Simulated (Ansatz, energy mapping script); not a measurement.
# MnS (Browneite): J from the energies of magnetic orders, part 2 of 3

Wanted: the magnetic order of MnS (Browneite), its couplings and an estimate of its ordering temperature, by PBE+U (1.32 eV).

PBE with U = 1.32 eV on Mn d, ortho-atomic projectors; plane waves, U on orthogonalised atomic orbitals unless named otherwise, collinear spin, no spin–orbit coupling.

So far. Step 4 (Parallel start in cell A (4 atoms)): The run ends ferromagnetic.

### 5. Compensated +− start in cell A (4 atoms)

This order reverses 8 of the 12 neighbours at 3.96 Å, 0 of the 6 neighbours at 5.60 Å and 16 of the 24 neighbours at 6.86 Å, counted for an average magnetic atom.

File input.yaml:

```yaml
crystal:
  lattice:
    - [0.0, -2.8, -2.8]
    - [0.0, 2.8, -2.8]
    - [5.6, 0.0, 0.0]
  atoms:
    - { symbol: Mn, position: [0.5, 0.5, 0.5], spin: 4.5 }
    - { symbol: Mn, position: [0.0, 0.0, 0.0], spin: -4.5 }
    - { symbol: S, position: [0.0, 0.5, 0.75] }
    - { symbol: S, position: [0.5, 0.0, 0.25] }
magnetization:
  spin_polarized: true
kpoints:
  mp_grid: { grid: [7, 7, 5] }
hamiltonian:
  xc: pbe
  hubbard:
    sites:
      - { species: Mn, l: d, u_eff: 1.32 }
      - { site: 0, l: d, u_eff: 1.32, starting_ns: [{ spin: up, occupation_matrix: mn1_major }, { spin: down, occupation_matrix: mn1_minor }] }
      - { site: 1, l: d, u_eff: 1.32, starting_ns: [{ spin: up, occupation_matrix: mn1_minor }, { spin: down, occupation_matrix: mn1_major }] }
    projectors: ortho-atomic
    occupation_matrices:
      mn1_major:
        matrix:
          - [0.995, 0.0, 0.0, 0.0, 0.0]
          - [0.0, 0.99, 0.0, 0.0, 0.0]
          - [0.0, 0.0, 0.99, 0.0, 0.0]
          - [0.0, 0.0, 0.0, 0.995, 0.0]
          - [0.0, 0.0, 0.0, 0.0, 0.99]
      mn1_minor:
        matrix:
          - [0.034, 0.0, 0.0, 0.0, 0.0]
          - [0.0, 0.103, 0.0, 0.0, 0.0]
          - [0.0, 0.0, 0.103, 0.0, 0.0]
          - [0.0, 0.0, 0.0, 0.034, 0.0]
          - [0.0, 0.0, 0.0, 0.0, 0.103]
scf:
  occupations: { method: fermi_dirac, width: 0.05 }
output:
  eigenvalues: true
  write_density: true
  write_potential: true
  elf: true
  volumetric_format: npy
```

Launch:

```
ansatz run input.yaml --threads 4 --pin off --max-ram 8192MiB --backend cpu --events-out ev --progress --plain --runs-dir out
```

Numbers of over 12 decimals in the logs are rounded to 6 here.

The program printed:

```text
[...]
Crystal: 4 atoms, lattice volume = 87.808 Å³
Basis set: ecut = 420 eV, 1715 PW (Γ)
Bands: 31, of which v1, the nominal top of the filled ones, is band 21 counted from 1 (20 counted from 0)
Symmetry: 8 space group operations
[...]
k-points: 30 of 245 (time reversal used)
[...]
Starting moments: Σ|m| = 9 μB on 2 of 4 sites
Starting magnetic order: antiferromagnet; a translation exchanges its spin sublattices: spin-degenerate at every k-point
[...]
the translation (0.5, 0.5, 0.5) carries every atom to within crystal.symmetry.tolerance of an atom of its element with the starting moment reversed, but both spin channels are solved: the dense FFT box has an odd point count along it
SCF iter   1: F=—  HF=-9604.552230 eV  |F-HF|=—  |Δ(HF+E_count)|=         —  Δρ=5.40e-2 (↑5.40e-2 ↓5.40e-2)  dr2=9.57e0  dr2_m=1.09e-1  M=-0.000 μB ∫|m|=8.516 μB  β_m=1.00  ethr=3.10e-3  ⟨swp⟩=5.2  Hψ=7227  notcnv=0
[...]
SCF iter  12: F=-9603.562843 eV  HF=-9603.562843 eV  |F-HF|=4.56e-9  |Δ(HF+E_count)|=   2.65e-8  Δρ=2.24e-6 (↑9.60e-7 ↓2.24e-6)  dr2=7.84e-9  dr2_m=7.14e-10  M=-0.000 μB ∫|m|=9.290 μB  ethr=2.38e-10  ⟨swp⟩=7.5  Hψ=6954  notcnv=0
SCF 1 converged in 12 iterations: F = -9603.562843 eV  dr2 = 7.84e-9
[...]
SCF converged after 12 iterations
Magnetization: -0.0000 μB (21.0000 up, 21.0000 down)
Absolute magnetization: 9.2904 μB (∫|ρ↑−ρ↓|, with the PAW one-centre terms)
[...]
Per-site moments (μB) at R_I (Å): [(4.113590, 1.000259), (-4.113591, 1.000259), (-1.632539418580508e-7, 1.000259), (-1.6325394231463228e-7, 1.000259)]
Free energy (F): -9603.562843 eV
[...]
Internal energy: -9603.562843 eV  (E = F + TS)
E sigma→0 (E₀):  -9603.562843 eV
Fermi energy:    7.369912 eV
[...]
--- Specified on-site occupations, and those of the state reported ---
  electrons in the specified blocks: 10.6740 specified, 10.8267 found
[...]
--- Band table (eV; the first three rows and the last of 60) ---
  k-point 0 ↑: bands = [... 17 lower, 4.0666, 5.7118, 6.2602, 6.2602, 8.6007, 9.0224, 9.0528, 9.3526, ... 6 higher]
  k-point 1 ↑: bands = [... 17 lower, 4.0667, 5.6267, 6.2924, 6.2924, 8.7875, 9.0188, 9.0503, 9.8226, ... 6 higher]
  k-point 2 ↑: bands = [... 17 lower, 4.0734, 5.5349, 6.3477, 6.3477, 8.9186, 9.0464, 9.3964, 9.8751, ... 6 higher]
  k-point 29 ↓: bands = [... 17 lower, 4.1939, 4.5331, 4.7630, 4.9863, 8.5786, 8.5963, 9.1005, 9.1933, ... 6 higher]
Occupation matrices written to <dir>
```

The job ended after 7.6 s (4 threads of Arm Neoverse V1, shared host; peak memory 0.44 GiB).

Spin moment in the sphere by atom:

| atom | spin moment in the sphere (μB) |
| --- | --- |
| Mn1 | 4.11 |
| Mn2 | -4.11 |
| S3 | 0.00 |
| S4 | 0.00 |

The run ends antiferromagnetic, 208.48 meV a magnetic atom below the parallel order of its cell.

Spin density in the ac plane of the conventional cell at fractional y = 0.000, with atoms of Mn within 0.2 Å of it.

Ten even steps from '0' (-7.1 e/Å³) to '9' (7.1 e/Å³), each cell a mean:
```
1344444444444442
4444444444444444
4444445555444444
4444455555554444
4445555555555444
4455555555555554
5555555665555555
5555555896555555
5555555786555555
5555555555555555
4455555555555544
4444555555555444
4444455555544444
4444444555444444
3444444444444443
0344444444444441
```
Columns run along a (5.6 Å), rows up along c (5.6 Å), edges of the conventional cell, whose origin can differ from the input's. Atoms in or near the plane, at fractional coordinates: Mn at (0.50, 0.50), Mn at (0.00, 0.00).

ELF in the ac plane of the conventional cell at fractional y = 0.000, with atoms of Mn within 0.2 Å of it. It is the smooth field of the valence electrons, not physical close to the nuclei.

Values, 16 rows by 16 columns, each cell a mean:
```
0.80 0.60 0.27 0.13 0.13 0.09 0.04 0.02 0.01 0.03 0.06 0.11 0.13 0.16 0.44 0.73
0.50 0.34 0.18 0.21 0.26 0.21 0.11 0.04 0.03 0.07 0.16 0.25 0.24 0.17 0.25 0.44
0.18 0.16 0.22 0.37 0.43 0.36 0.21 0.09 0.07 0.14 0.29 0.42 0.42 0.29 0.17 0.17
0.11 0.18 0.34 0.49 0.53 0.44 0.26 0.13 0.11 0.19 0.36 0.50 0.53 0.42 0.25 0.13
0.09 0.17 0.34 0.48 0.49 0.37 0.21 0.13 0.12 0.16 0.29 0.45 0.50 0.42 0.25 0.12
0.05 0.11 0.23 0.34 0.34 0.22 0.18 0.27 0.30 0.22 0.18 0.29 0.35 0.29 0.16 0.06
0.02 0.05 0.10 0.17 0.18 0.16 0.35 0.60 0.67 0.48 0.22 0.16 0.18 0.14 0.07 0.03
0.01 0.02 0.05 0.09 0.11 0.18 0.50 0.80 0.86 0.66 0.30 0.12 0.10 0.06 0.03 0.01
0.01 0.03 0.06 0.11 0.13 0.16 0.44 0.73 0.80 0.60 0.27 0.13 0.13 0.09 0.04 0.02
0.03 0.07 0.16 0.25 0.24 0.17 0.25 0.44 0.50 0.34 0.18 0.21 0.26 0.21 0.11 0.04
0.07 0.14 0.29 0.42 0.42 0.29 0.17 0.17 0.18 0.16 0.22 0.37 0.43 0.36 0.21 0.09
0.11 0.19 0.36 0.50 0.53 0.42 0.25 0.13 0.11 0.18 0.34 0.49 0.53 0.44 0.26 0.13
0.12 0.16 0.29 0.45 0.50 0.42 0.25 0.12 0.09 0.17 0.34 0.48 0.49 0.37 0.21 0.13
0.30 0.22 0.18 0.29 0.35 0.29 0.16 0.06 0.05 0.11 0.23 0.34 0.34 0.22 0.18 0.27
0.67 0.48 0.22 0.16 0.18 0.14 0.07 0.03 0.02 0.05 0.10 0.17 0.18 0.16 0.35 0.60
0.86 0.66 0.30 0.12 0.10 0.06 0.03 0.01 0.01 0.02 0.05 0.09 0.11 0.18 0.50 0.80
```
Columns run along a (5.6 Å), rows up along c (5.6 Å), edges of the conventional cell, whose origin can differ from the input's. Atoms in or near the plane, at fractional coordinates: Mn at (0.50, 0.50), Mn at (0.00, 0.00).

### 6. Run 3 (parallel; cell B, 4 atoms)

The parallel order again, as the reference for this cell.

This run holds the same structure in another cell (c 5.600 → 6.859 Å, α 90.0 → 73.2°, β 90.0 → 73.2°, γ 90.0 → 60.0°).

File input.yaml:

```yaml
crystal:
  lattice:
    - [0.0, -2.8, -2.8]
    - [-2.8, 0.0, -2.8]
    - [2.8, 2.8, -5.6]
  atoms:
    - { symbol: Mn, position: [0.5, 0.5, 0.5], spin: 4.5 }
    - { symbol: Mn, position: [0.0, 0.0, 0.0], spin: 4.5 }
    - { symbol: S, position: [0.125, 0.125, 0.625] }
    - { symbol: S, position: [0.625, 0.625, 0.125] }
magnetization:
  spin_polarized: true
kpoints:
  mp_grid: { grid: [8, 8, 8] }
hamiltonian:
  xc: pbe
  hubbard:
    sites:
      - { species: Mn, l: d, u_eff: 1.32 }
      - { site: 0, l: d, u_eff: 1.32, starting_ns: [{ spin: up, occupation_matrix: mn1_major }, { spin: down, occupation_matrix: mn1_minor }] }
      - { site: 1, l: d, u_eff: 1.32, starting_ns: [{ spin: up, occupation_matrix: mn1_major }, { spin: down, occupation_matrix: mn1_minor }] }
    projectors: ortho-atomic
    occupation_matrices:
      mn1_major:
        matrix:
          - [0.995, 0.0, 0.0, 0.0, 0.0]
          - [0.0, 0.99, 0.0, 0.0, 0.0]
          - [0.0, 0.0, 0.99, 0.0, 0.0]
          - [0.0, 0.0, 0.0, 0.995, 0.0]
          - [0.0, 0.0, 0.0, 0.0, 0.99]
      mn1_minor:
        matrix:
          - [0.034, 0.0, 0.0, 0.0, 0.0]
          - [0.0, 0.103, 0.0, 0.0, 0.0]
          - [0.0, 0.0, 0.103, 0.0, 0.0]
          - [0.0, 0.0, 0.0, 0.034, 0.0]
          - [0.0, 0.0, 0.0, 0.0, 0.103]
scf:
  occupations: { method: fermi_dirac, width: 0.05 }
output:
  eigenvalues: true
```

The program printed:

```text
[...]
Crystal: 4 atoms, lattice volume = 87.808 Å³
Basis set: ecut = 420 eV, 1731 PW (Γ)
Bands: 31, of which v1, the nominal top of the filled ones, is band 21 counted from 1 (20 counted from 0)
Symmetry: 12 space group operations
[...]
k-points: 65 of 512 (time reversal used)
[...]
Starting moments: Σ|m| = 9 μB on 2 of 4 sites
[...]
k-point 0 ↑: bands = [... 17 lower, 3.5266, 3.6309, 3.6309, 3.8800, 6.4803, 6.4803, 7.5149, 7.5149, ... 6 higher]
  k-point 1 ↑: bands = [... 17 lower, 3.5243, 3.6181, 3.6181, 3.9954, 6.5213, 6.5213, 7.2003, 7.4739, ... 6 higher]
  k-point 2 ↑: bands = [... 17 lower, 3.5196, 3.5868, 3.5868, 4.3180, 6.6272, 6.6359, 6.6359, 7.3593, ... 6 higher]
  k-point 64 ↓: bands = [... 17 lower, 8.3705, 8.7633, 8.8323, 8.9582, 9.0707, 9.6144, 9.7191, 9.7375, ... 6 higher]
Occupation matrices written to <dir>
[key lines of the parts left out:]
SCF converged after 11 iterations
Magnetization: 9.9984 μB (25.9992 up, 16.0008 down)
Free energy (F): -9603.146266 eV
Fermi energy:    7.646476 eV
```

Wall time 12 s (4 threads); peak memory 0.56 GiB.

The run ends ferromagnetic. For each magnetic atom its energy differs from the parallel run of the first cell by -0.07 meV, an error that one common reference would have brought in.

### 7. Compensated +− start in cell B (4 atoms)

This order reverses 6 of the 12 neighbours at 3.96 Å, 6 of the 6 neighbours at 5.60 Å and 12 of the 24 neighbours at 6.86 Å, counted for an average magnetic atom.

input.yaml, as its differences from that of step 6:

```diff
@@ -7,3 +7,3 @@
     - { symbol: Mn, position: [0.5, 0.5, 0.5], spin: 4.5 }
-    - { symbol: Mn, position: [0.0, 0.0, 0.0], spin: 4.5 }
+    - { symbol: Mn, position: [0.0, 0.0, 0.0], spin: -4.5 }
     - { symbol: S, position: [0.125, 0.125, 0.625] }
@@ -20,3 +20,3 @@
       - { site: 0, l: d, u_eff: 1.32, starting_ns: [{ spin: up, occupation_matrix: mn1_major }, { spin: down, occupation_matrix: mn1_minor }] }
-      - { site: 1, l: d, u_eff: 1.32, starting_ns: [{ spin: up, occupation_matrix: mn1_major }, { spin: down, occupation_matrix: mn1_minor }] }
+      - { site: 1, l: d, u_eff: 1.32, starting_ns: [{ spin: up, occupation_matrix: mn1_minor }, { spin: down, occupation_matrix: mn1_major }] }
     projectors: ortho-atomic
```

The program printed:

```text
[...]
Crystal: 4 atoms, lattice volume = 87.808 Å³
Basis set: ecut = 420 eV, 1731 PW (Γ)
Bands: 31, of which v1, the nominal top of the filled ones, is band 21 counted from 1 (20 counted from 0)
Symmetry: 6 space group operations
[...]
k-points: 65 of 512 (time reversal used)
[...]
Starting moments: Σ|m| = 9 μB on 2 of 4 sites
[...]
k-point 0 ↑: bands = [... 17 lower, 4.5206, 5.9896, 6.8556, 6.8556, 8.8339, 8.9682, 8.9682, 9.9753, ... 6 higher]
  k-point 1 ↑: bands = [... 17 lower, 4.5110, 5.9295, 6.8550, 6.8550, 8.9455, 8.9762, 8.9762, 9.9665, ... 6 higher]
  k-point 2 ↑: bands = [... 17 lower, 4.4874, 5.7964, 6.8535, 6.8535, 8.9958, 8.9958, 9.1990, 9.9658, ... 6 higher]
  k-point 64 ↓: bands = [... 17 lower, 4.1954, 4.9639, 4.9863, 5.3948, 8.3025, 8.7456, 9.1302, 9.3371, ... 6 higher]
Occupation matrices written to <dir>
[key lines of the parts left out:]
SCF converged after 12 iterations
Magnetization: 0.0000 μB (21.0000 up, 21.0000 down)
Free energy (F): -9603.469162 eV
Fermi energy:    7.551857 eV
```

Run time: 13 s. Hardware: 4 threads; peak memory 0.58 GiB.

The run ends antiferromagnetic, 161.57 meV a magnetic atom below the parallel order of its cell.

### 8. Order 5: parallel, cell C of 6 atoms

The parallel order again, as the reference for this cell.

File input.yaml:

```yaml
crystal:
  lattice:
    - [0.0, -2.8, -2.8]
    - [-5.6, 0.0, 0.0]
    - [2.8, 5.6, -2.8]
  atoms:
    - { symbol: Mn, position: [0.666666667, 0.666666667, 0.333333333], spin: 4.5 }
    - { symbol: Mn, position: [0.333333333, 0.333333333, 0.666666667], spin: 4.5 }
    - { symbol: Mn, position: [0.0, 0.0, 0.0], spin: 4.5 }
    - { symbol: S, position: [0.166666667, 0.416666667, 0.333333333] }
    - { symbol: S, position: [0.833333333, 0.083333333, 0.666666667] }
    - { symbol: S, position: [0.5, 0.75, 0.0] }
magnetization:
  spin_polarized: true
kpoints:
  mp_grid: { grid: [7, 7, 7] }
hamiltonian:
  xc: pbe
  hubbard:
    sites:
      - { species: Mn, l: d, u_eff: 1.32 }
      - { site: 0, l: d, u_eff: 1.32, starting_ns: [{ spin: up, occupation_matrix: mn1_major }, { spin: down, occupation_matrix: mn1_minor }] }
      - { site: 1, l: d, u_eff: 1.32, starting_ns: [{ spin: up, occupation_matrix: mn1_major }, { spin: down, occupation_matrix: mn1_minor }] }
      - { site: 2, l: d, u_eff: 1.32, starting_ns: [{ spin: up, occupation_matrix: mn1_major }, { spin: down, occupation_matrix: mn1_minor }] }
    projectors: ortho-atomic
    occupation_matrices:
      mn1_major:
        matrix:
          - [0.995, 0.0, 0.0, 0.0, 0.0]
          - [0.0, 0.99, 0.0, 0.0, 0.0]
          - [0.0, 0.0, 0.99, 0.0, 0.0]
          - [0.0, 0.0, 0.0, 0.995, 0.0]
          - [0.0, 0.0, 0.0, 0.0, 0.99]
      mn1_minor:
        matrix:
          - [0.034, 0.0, 0.0, 0.0, 0.0]
          - [0.0, 0.103, 0.0, 0.0, 0.0]
          - [0.0, 0.0, 0.103, 0.0, 0.0]
          - [0.0, 0.0, 0.0, 0.034, 0.0]
          - [0.0, 0.0, 0.0, 0.0, 0.103]
scf:
  occupations: { method: fermi_dirac, width: 0.05 }
output:
  eigenvalues: true
```

The program printed:

```text
[...]
Crystal: 6 atoms, lattice volume = 131.712 Å³
Basis set: ecut = 420 eV, 2601 PW (Γ)
Bands: 46, of which v1, the nominal top of the filled ones, is band 32 counted from 1 (31 counted from 0)
Symmetry: 12 space group operations
[...]
k-points: 64 of 343 (time reversal used)
[...]
Starting moments: Σ|m| = 13.5 μB on 3 of 6 sites
[...]
k-point 0 ↑: bands = [... 28 lower, 3.5682, 3.5682, 4.2236, 4.2236, 4.7030, 4.7030, 5.8430, 5.8430, ... 10 higher]
  k-point 1 ↑: bands = [... 28 lower, 3.5466, 3.6303, 4.0224, 4.4167, 4.7450, 4.8629, 5.4757, 6.2360, ... 10 higher]
  k-point 2 ↑: bands = [... 28 lower, 3.6427, 3.6888, 3.9855, 4.7271, 4.8527, 5.1786, 5.2603, 6.4420, ... 10 higher]
  k-point 63 ↓: bands = [... 28 lower, 8.9130, 8.9654, 8.9654, 9.0872, 9.0872, 9.6036, 9.6036, 9.9384, ... 10 higher]
Occupation matrices written to <dir>
[key lines of the parts left out:]
SCF converged after 11 iterations
Magnetization: 14.9976 μB (38.9988 up, 24.0012 down)
Free energy (F): -14404.719428 eV
Fermi energy:    7.644600 eV
```

The job ended after 31 s (4 threads; peak memory 0.86 GiB).

The run ends ferromagnetic. For each magnetic atom its energy differs from the parallel run of the first cell by -0.09 meV, an error that one common reference would have brought in.

### 9. Uncompensated ++− start in cell C (6 atoms)

This order reverses 6.67 of the 12 neighbours at 3.96 Å, 2.67 of the 6 neighbours at 5.60 Å and 8 of the 24 neighbours at 6.86 Å, counted for an average magnetic atom.

input.yaml, as its differences from that of step 8:

```diff
@@ -8,3 +8,3 @@
     - { symbol: Mn, position: [0.333333333, 0.333333333, 0.666666667], spin: 4.5 }
-    - { symbol: Mn, position: [0.0, 0.0, 0.0], spin: 4.5 }
+    - { symbol: Mn, position: [0.0, 0.0, 0.0], spin: -4.5 }
     - { symbol: S, position: [0.166666667, 0.416666667, 0.333333333] }
@@ -23,3 +23,3 @@
       - { site: 1, l: d, u_eff: 1.32, starting_ns: [{ spin: up, occupation_matrix: mn1_major }, { spin: down, occupation_matrix: mn1_minor }] }
-      - { site: 2, l: d, u_eff: 1.32, starting_ns: [{ spin: up, occupation_matrix: mn1_major }, { spin: down, occupation_matrix: mn1_minor }] }
+      - { site: 2, l: d, u_eff: 1.32, starting_ns: [{ spin: up, occupation_matrix: mn1_minor }, { spin: down, occupation_matrix: mn1_major }] }
     projectors: ortho-atomic
```

The program printed:

```text
[...]
Crystal: 6 atoms, lattice volume = 131.712 Å³
Basis set: ecut = 420 eV, 2601 PW (Γ)
Bands: 46, of which v1, the nominal top of the filled ones, is band 32 counted from 1 (31 counted from 0)
Symmetry: 4 space group operations
[...]
k-points: 64 of 343 (time reversal used)
[...]
Starting moments: Σ|m| = 13.5 μB on 3 of 6 sites
[...]
k-point 0 ↑: bands = [... 28 lower, 4.6832, 4.7160, 5.5732, 6.3523, 6.4416, 6.8149, 8.6951, 9.0244, ... 10 higher]
  k-point 1 ↑: bands = [... 28 lower, 4.5993, 4.7200, 5.6367, 6.2902, 6.3311, 6.8073, 8.8270, 9.0784, ... 10 higher]
  k-point 2 ↑: bands = [... 28 lower, 4.7479, 4.7575, 5.7557, 5.9894, 6.2741, 6.7889, 8.8912, 9.1154, ... 10 higher]
  k-point 63 ↓: bands = [... 28 lower, 5.4966, 8.5095, 8.5105, 8.7825, 8.8923, 8.9469, 9.1438, 9.4334, ... 10 higher]
Occupation matrices written to <dir>
[key lines of the parts left out:]
SCF converged after 12 iterations
Magnetization: 5.0000 μB (34.0000 up, 29.0000 down)
Free energy (F): -14405.257254 eV
Fermi energy:    7.436719 eV
```

Run time: 31 s. Hardware: 4 threads; peak memory 0.9 GiB; 2 min of CPU time.

The run ends ferrimagnetic, 179.39 meV a magnetic atom below the parallel order of its cell.

### 10. Run 7 (parallel; cell D, 6 atoms)

A new cell needs its own zero of energy.

This run holds the same structure in another cell (b 5.600 → 3.960 Å, c 6.859 → 9.699 Å, α 114.1 → 90.0°, β 106.8 → 90.0°, γ 90.0 → 120.0°).

File input.yaml:

```yaml
crystal:
  lattice:
    - [0.0, 2.8, 2.8]
    - [-2.8, 0.0, -2.8]
    - [-5.6, -5.6, 5.6]
  atoms:
    - { symbol: Mn, position: [0.0, 0.0, 0.0], spin: 4.5 }
    - { symbol: Mn, position: [0.333333333, 0.666666667, 0.666666667], spin: 4.5 }
    - { symbol: Mn, position: [0.666666667, 0.333333333, 0.333333333], spin: 4.5 }
    - { symbol: S, position: [0.333333333, 0.666666667, 0.916666667] }
    - { symbol: S, position: [0.666666667, 0.333333333, 0.583333333] }
    - { symbol: S, position: [0.0, 0.0, 0.25] }
magnetization:
  spin_polarized: true
kpoints:
  mp_grid: { grid: [8, 8, 3] }
hamiltonian:
  xc: pbe
  hubbard:
    sites:
      - { species: Mn, l: d, u_eff: 1.32 }
      - { site: 0, l: d, u_eff: 1.32, starting_ns: [{ spin: up, occupation_matrix: mn1_major }, { spin: down, occupation_matrix: mn1_minor }] }
      - { site: 1, l: d, u_eff: 1.32, starting_ns: [{ spin: up, occupation_matrix: mn1_major }, { spin: down, occupation_matrix: mn1_minor }] }
      - { site: 2, l: d, u_eff: 1.32, starting_ns: [{ spin: up, occupation_matrix: mn1_major }, { spin: down, occupation_matrix: mn1_minor }] }
    projectors: ortho-atomic
    occupation_matrices:
      mn1_major:
        matrix:
          - [0.995, 0.0, 0.0, 0.0, 0.0]
          - [0.0, 0.99, 0.0, 0.0, 0.0]
          - [0.0, 0.0, 0.99, 0.0, 0.0]
          - [0.0, 0.0, 0.0, 0.995, 0.0]
          - [0.0, 0.0, 0.0, 0.0, 0.99]
      mn1_minor:
        matrix:
          - [0.034, 0.0, 0.0, 0.0, 0.0]
          - [0.0, 0.103, 0.0, 0.0, 0.0]
          - [0.0, 0.0, 0.103, 0.0, 0.0]
          - [0.0, 0.0, 0.0, 0.034, 0.0]
          - [0.0, 0.0, 0.0, 0.0, 0.103]
scf:
  occupations: { method: fermi_dirac, width: 0.05 }
output:
  eigenvalues: true
```

The program printed:

```text
[...]
Crystal: 6 atoms, lattice volume = 131.712 Å³
Basis set: ecut = 420 eV, 2577 PW (Γ)
Bands: 46, of which v1, the nominal top of the filled ones, is band 32 counted from 1 (31 counted from 0)
Symmetry: 18 space group operations
[...]
k-points: 25 of 192 (time reversal used)
[...]
Starting moments: Σ|m| = 13.5 μB on 3 of 6 sites
[...]
k-point 0 ↑: bands = [... 28 lower, 3.5634, 3.5634, 4.6228, 4.6228, 6.7433, 6.7433, 6.7433, 6.7433, ... 10 higher]
  k-point 1 ↑: bands = [... 28 lower, 3.6208, 3.6208, 3.9716, 5.6482, 6.5129, 6.5129, 6.7622, 7.0856, ... 10 higher]
  k-point 2 ↑: bands = [... 28 lower, 3.6268, 3.6275, 4.6323, 4.6478, 6.0236, 6.3521, 6.4291, 6.7426, ... 10 higher]
  k-point 24 ↓: bands = [... 28 lower, 8.6704, 8.7934, 9.0484, 9.1314, 9.1746, 9.5415, 9.5462, 9.7023, ... 10 higher]
Occupation matrices written to <dir>
[key lines of the parts left out:]
SCF converged after 11 iterations
Magnetization: 14.9973 μB (38.9986 up, 24.0014 down)
Free energy (F): -14404.719302 eV
Fermi energy:    7.651175 eV
```

Elapsed: 11 s, on 4 threads; peak memory 0.56 GiB; 43 s of CPU time.

The run ends ferromagnetic. For each magnetic atom its energy differs from the parallel run of the first cell by -0.03 meV, an error that one common reference would have brought in.

[end of part 2 of 3]

[Logs and program files are shortened in this print: banners, set-up blocks, solver, clock and traceback lines can be left out without a mark of their own.]

[Logs are printed without paths, hosts, clocks, repeated set-up lines and the standing remarks that a program may print on its own settings, such as how far it seeks lower states.]

[Hosts, paths, dates, database ids (printed as entryN), source tags and the programs' standing remarks are cut or masked in the printed files.]

[Where a cell is said to come from a database of computed structures, the database is the Materials Project.]
